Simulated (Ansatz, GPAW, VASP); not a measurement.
Pb: programs and potentials compared

```
Pb
1.0
     0.00000    2.47502    2.47502
     2.47502    0.00000    2.47502
     2.47502    2.47502    0.00000
Pb
1
Direct
  0.00000 0.00000 0.00000
```

Alike in all runs: task single point; functional PBE; k mesh 9 × 9 × 9; occupations gaussian, width 0.012 eV; no spin polarisation; no spin-orbit coupling. Pressure is positive in compression and, in plane waves, holds the error of the finite cutoff, which Ansatz's Pulay term estimates and takes out.

| program and potentials | plane-wave cutoff (eV) | notes | pressure (GPa) |
| --- | --- | --- | --- |
| Ansatz, Ansatz PAW | 420 | Pulay term of +0.02 GPa included | 2.25 |
| VASP, PBE PAW files Pb_d, 520 eV | 520 | - | 2.18 |
| GPAW, GPAW PAW data sets (gpaw-data 1.2.1) | 600 | - | 2.00 |
| Ansatz, all-electron LAPW, scalar-relativistic | - | - | 2.26 |

The pressure spans 2.00 (GPAW, GPAW PAW data sets (gpaw-data 1.2.1)) to 2.26 GPa (Ansatz, all-electron LAPW, scalar-relativistic), with all-electron results at 2.26.

Differences between rows come from potentials, basis sets and numerical settings, since the functional is the same but for its coding. Runs on potential files found faulty are left out.
